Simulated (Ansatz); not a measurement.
A surface is cut from this relaxed crystal of TaN:

```
CELL_PARAMETERS angstrom
2.95018 0.00000 0.00000
-1.47509 2.55493 0.00000
0.00000 0.00000 2.89777
ATOMIC_POSITIONS crystal
Ta 0.33333 0.66667 0.50000
N 0.00000 0.00000 0.00000
```

Miller indices refer to the conventional cell of P-6m2 (No. 187), a = 2.950 Å, b = 2.950 Å, c = 2.898 Å, α = 90.00°, β = 90.00°, γ = 120.00°.

Consider the (101) slab of 12 planes, 11.2 Å thick with 15 Å of vacuum as cut; outer planes Ta (top) and N (bottom), all atoms relaxed.

The calculation used DFT PBE, scalar-relativistic, plane waves, PAW (Ansatz 0.2.0). Settings: cutoff 420 eV, Γ-centred mesh 12×9×1 on the computed 12-atom cell, Gaussian smearing of 0.10 eV; no spin polarisation. The cell repeats along c with a dipole correction in the vacuum.

The work function read from the bulk's Fermi level differs by 0.20 eV, so the slab's middle doesn't match the bulk reference (too thin, or relaxed to another structure or magnetic state).

Problem. Predict the surface energy (mean of both faces).

Solution. 4.31 J/m².

Problem. Estimate the work function.

Solution. 4.15 eV (top), 6.79 eV (bottom).

Problem. Predict the dipole of the slab along +c, per cell.

Solution. 0.17 e·Å.

Problem. The top two planes lie 1.597 Å apart in the bulk. How does relaxation change this?

Solution. The spacing becomes 1.594 Å (-0.2 %).

Spin-orbit coupling is left out, which matters for the bands of heavy elements.

The reference crystal is a form of TaN, which isn't its usual structure.